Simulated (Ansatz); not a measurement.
# Li2O (Fm-3m) in Ansatz: equation of state

Aim: energy against volume of Li2O in PBE, for its equilibrium volume and stiffness.

All numbers are computed with Ansatz 0.2.0; they aren't measurements. Logs are shortened: lines on timing, memory, paths and dates and some standing lists are left out, and cuts for length are marked.

### 1 Starting point

The structure is cubic, space group Fm-3m (No. 225). Conventional cell: a = 4.654 Å, b = 4.654 Å, c = 4.654 Å, α = 90.00°, β = 90.00°, γ = 90.00°. O (site symmetry m-3m) has 8 Li at 2.02 Å as nearest neighbours. Li (site symmetry -43m) has 4 O at 2.02 Å as nearest neighbours.

The cell comes from a database or a generator and needn't be the stable form of this composition.

### 2 Equation of state, PBE

Potentials or basis: all-electron LAPW, scalar-relativistic.

This step only gathers the single runs of the series.

What came out:

```yaml
Equilibrium_volume: 8.24 Å³/atom
Bulk_modulus: 79 GPa
Pressure_derivative_of_the_bulk_modulus: 3.9
```

Energy against volume, from the lowest point:
```tsv
volume (Å³/atom)	energy (meV/atom)
7.895	3.84
8.063	0.98
8.231	0.00
8.399	0.73
8.567	3.00
8.735	6.67
8.903	11.61
```
